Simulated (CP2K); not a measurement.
Runs of CP2K 2026.2 on Te2Mo. The structure is hexagonal, space group P6_3/mmc (No. 194). The conventional cell has a = 3.518 Å, b = 3.518 Å, c = 13.974 Å, α = 90.00°, β = 90.00°, γ = 120.00°. Te (site symmetry 3m) is surrounded by 3 Mo at 2.72 Å. Mo (site symmetry -6m2) has 6 Te at 2.72 Å as nearest neighbours. 

| task | level | potentials or basis | cell | k mesh | smearing | EPS_DEFAULT | NGRIDS | EXTRAPOLATION | optimiser | most steps | gap on the mesh (eV) | pressure (GPa) | relaxed volume (Å³/atom) | largest force (eV/Å) |
| --- | --- | --- | --- | --- | --- | --- | --- | --- | --- | --- | --- | --- | --- | --- |
| relaxation of cell and atoms | PBEsol | POTENTIAL_UZH Te GTH-PBE-q6, Mo GTH-PBE-q14; TZVP-MOLOPT-PBE-GTH basis | relaxed | 7 × 7 × 2 | fermi-dirac 0.05 eV | 1.0E-10 | 5 | USE_PREV_P | BFGS | 40 | (b) | 0.0 | 25.56 | 0.03 |
| relaxation of cell and atoms | BLYP+D3(BJ) | GTH_POTENTIALS Te GTH-BLYP-q6, Mo GTH-BLYP-q14; TZVP-MOLOPT-PBE-GTH basis | relaxed | 9 × 9 × 2 | fermi-dirac 0.05 eV | 1.0E-10 | 4 | USE_PREV_P | BFGS | 40 | 0.62 | 0.0 | (a) | 0.05 |
| relaxation of cell and atoms | BLYP+D4 | GTH_POTENTIALS Te GTH-BLYP-q6, Mo GTH-BLYP-q14; TZVP-MOLOPT-PBE-GTH basis | relaxed | 9 × 9 × 2 | fermi-dirac 0.05 eV | 1.0E-10 | 5 | USE_PREV_P | BFGS | 40 | 0.68 | 0.0 | - | 0.08 |
| band structure | TB-mBJ | POTENTIAL_UZH Te GTH-PBE-q6, Mo GTH-PBE-q14; TZVP-MOLOPT-PBE-GTH basis | as given | 9 × 9 × 2 | fermi-dirac 0.0259 eV | 1.0E-9 | 4 | - | - | - | 0.83 | - | - | - |
| band structure | PBEsol | POTENTIAL_UZH Te GTH-PBE-q6, Mo GTH-PBE-q14; TZVP-MOLOPT-PBE-GTH basis | as given | 9 × 9 × 2 | fermi-dirac 0.05 eV | 1.0E-9 | 4 | - | - | - | 0.74 | 2.5 | - | 0.36 |
| band structure | LDA | GTH_POTENTIALS Te GTH-PADE-q6, Mo GTH-PADE-q14; TZVP-MOLOPT-PBE-GTH basis | as given | 9 × 9 × 2 | fermi-dirac 0.0259 eV | 1.0E-9 | 4 | - | - | - | (c) | -1.4 | - | 0.05 |
| single point | PBE | POTENTIAL_UZH Te GTH-PBE-q6, Mo GTH-PBE-q14; TZVP-MOLOPT-PBE-GTH basis | as given | 9 × 9 × 2 | gaussian 0.014 eV | 1.0E-10 | 4 | - | - | - | 0.78 | 5.4 | - | 0.45 |
| relaxation of cell and atoms | LDA | GTH_POTENTIALS Te GTH-PADE-q6, Mo GTH-PADE-q14; TZVP-MOLOPT-PBE-GTH basis | relaxed | 7 × 7 × 2 | fermi-dirac 0.05 eV | 1.0E-9 | 4 | USE_PREV_P | BFGS | 40 | 0.77 | 0.0 | 24.33 | 0.03 |

Alike in all rows: no spin polarisation.

Task: Fill in the values left out.

Result: (a) 24.87; (b) 0.81; (c) 0.75.

Caveats: with these potentials and basis sets, volumes of gold and of layered tellurides can stand 1.5 % and more from those of plane-wave programs; spin-orbit coupling is left out, which moves the levels of the heavy elements; the basis of atomic orbitals isn't converged, which shifts pressures, moduli and gaps; the potentials were made for another functional, which shifts forces and pressure (some runs); an odd mesh through Γ misses points on the zone boundary, where band edges often lie (some runs); this functional lacks dispersion, which binds the layers, so the pressure and a relaxed spacing across them are unreliable (some runs); the printed path begins after the first move (some runs).

A k mesh can miss the band edges, and the runs leave out spin-orbit coupling on Mo, Te.

Not every run made on this cell is shown here.
